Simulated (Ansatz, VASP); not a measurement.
# One calculation of Ti, two programs

```
Ti
1.0
     2.95000    0.00000    0.00000
    -1.47500    2.55477    0.00000
     0.00000    0.00000    4.68600
Ti
2
Direct
  0.33333 0.66667 0.25000
  0.66667 0.33333 0.75000
```

Alike in both runs: task single point; functional PBEsol; k mesh 13 × 13 × 7; occupations fermi-dirac, width 0.08 eV; no spin polarisation.

|  | VASP | Ansatz |
| --- | --- | --- |
| version | VASP 6.6.1 | Ansatz 0.2.0 |
| potentials or method | VASP PAW PBE potentials, release 64 (Ti_sv), cutoff 520 eV | all-electron LAPW, scalar-relativistic |

```tsv
	VASP	Ansatz	Ansatz less VASP
pressure (GPa)	-6.0	-5.8	+0.17
largest component of the traceless stress (GPa)	0.33	0.32	-0.002
```

Ansatz ran all-electron here, so the differences hold the error of VASP's frozen core and of both bases.

Caveats: the PAW data sets were made with another functional, which shifts forces and pressure a little (VASP).
